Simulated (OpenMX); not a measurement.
**GaSb in OpenMX: the effect of dispersion**

Crystal: GaSb.

```
Sb Ga
1.0
    -1.55590    2.67500    2.89331
     1.55590   -2.67500    2.89331
     1.55590    2.67500   -2.89331
Sb Ga
1 1
Direct
  0.50000 0.50000 0.00000
  0.00000 0.00000 0.00000
```

Measurements of this composition are mostly on another form, of space group No. 216.

Alike in all runs:

* Program: OpenMX 3.8.5
* Task: single point
* Functional: PBE
* Potentials or basis: OpenMX 2013 PBE set, Sb7.0-s3p2d2, Ga7.0-s3p2d2, grid cutoff 500 Ry
* k mesh: 7 × 7 × 7
* Occupations: fermi-dirac, width 0.05 eV
* Spin: no spin polarisation

```csv
dispersion,pressure (GPa)
none,?
D3,0.6
D3(BJ),-0.7
D4,-1.2
```

Task: What does the run with dispersion none give?

Result: Pressure 1.9 GPa.

Caveats: the basis of atomic orbitals isn't converged, which shifts pressures, moduli and gaps; pairwise dispersion overbinds metals, which lowers pressure and volume (some runs).
